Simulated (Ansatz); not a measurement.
**GdN (antiNiAs structure)**

Computed with Ansatz (plane waves, PAW, 420 eV cutoff): PBE, scalar-relativistic, collinear spin, Γ-centred 10×10×8 mesh, 0.05 eV Gaussian smearing. The datasets are Ansatz's generated set soft_2.

```cif
data_structure
_symmetry_space_group_name_H-M 'P6_3/mmc'
_symmetry_Int_Tables_number 194
_cell_length_a 3.4371
_cell_length_b 3.4371
_cell_length_c 5.9651
_cell_angle_alpha 90.000
_cell_angle_beta 90.000
_cell_angle_gamma 120.000
_cell_volume 61.03
loop_
_atom_site_label
_atom_site_type_symbol
_atom_site_symmetry_multiplicity
_atom_site_Wyckoff_symbol
_atom_site_fract_x
_atom_site_fract_y
_atom_site_fract_z
_atom_site_occupancy
Gd1 Gd 2 c 0.33333 0.66667 0.25000 1
N1 N 2 a 0.00000 0.00000 0.00000 1
```

The start was a prototype's sites filled with these elements. The Crystallography Open Database lists the compound in space group Fm-3m (rock salt), so this is a trial structure.

Magnetic state: ferromagnetic, site spin moments Gd 6.85; N -0.08 μB.

The cell above was scaled in volume, and shape and atoms were relaxed at each volume within its symmetry. Energies are counted from the cell above.

```csv
V (Å³/atom),ΔE (meV/atom),P from the stress (GPa)
14.418,22.46,8.97
14.647,11.60,6.28
14.952,2.82,2.99
15.257,0.00,0.02
15.562,2.57,-2.67
15.867,9.99,-5.10
16.325,29.24,-8.31
16.783,56.99,-11.06
```

Question: Do the energies and the pressures agree? Compare −ΔE/ΔV between neighbouring points (1 meV/Å³ = 0.1602 GPa) with the mean of their pressures.

Answer: 
```json
{"interval (Å³/atom)": "14.42 to 14.65", "−ΔE/ΔV (GPa)": "7.6", "mean P (GPa)": "7.6"}
{"interval (Å³/atom)": "14.65 to 14.95", "−ΔE/ΔV (GPa)": "4.6", "mean P (GPa)": "4.6"}
{"interval (Å³/atom)": "14.95 to 15.26", "−ΔE/ΔV (GPa)": "1.5", "mean P (GPa)": "1.5"}
{"interval (Å³/atom)": "15.26 to 15.56", "−ΔE/ΔV (GPa)": "-1.4", "mean P (GPa)": "-1.3"}
{"interval (Å³/atom)": "15.56 to 15.87", "−ΔE/ΔV (GPa)": "-3.9", "mean P (GPa)": "-3.9"}
{"interval (Å³/atom)": "15.87 to 16.32", "−ΔE/ΔV (GPa)": "-6.7", "mean P (GPa)": "-6.7"}
{"interval (Å³/atom)": "16.32 to 16.78", "−ΔE/ΔV (GPa)": "-9.7", "mean P (GPa)": "-9.7"}
```
They differ by 0.04 GPa at most.

Question: What do the two routes give for V0, B0 and B0′?

Answer: A third-order Birch–Murnaghan fit of the energies: V0 = 15.26 Å³/atom, B0 = 141 GPa, B0′ = 4.1. A polynomial of P in ln V, with B = −dP/d ln V at P = 0: V0 = 15.26 Å³/atom, B0 = 141 GPa, B0′ = 4.1.

B0·V0 = 141.0 GPa × 15.26 Å³ = 13.43 eV/atom sets the scale: near the minimum ΔE ≈ ½ B0 V0 x², with x = V/V0 − 1, and a pressure of 1.4 GPa squeezes the volume by about 1 %. At the ends of the curve: x = −5.5 % predicts 20.4 meV/atom and the run gives 22.5; x = +10.0 % predicts 67.0 meV/atom and the run gives 57.0. The curve is steeper than the parabola on the compressed side and flatter on the expanded side: the bulk modulus rises with pressure.

Exchange splits the half-filled 4f shell away from the Fermi level; the metal comes from a small overlap of other bands, which can be the functional's gap error. These numbers lack spin–orbit coupling. The run wasn't fully tested for a lower electronic state. Site moments are of spin, integrated over atomic spheres.
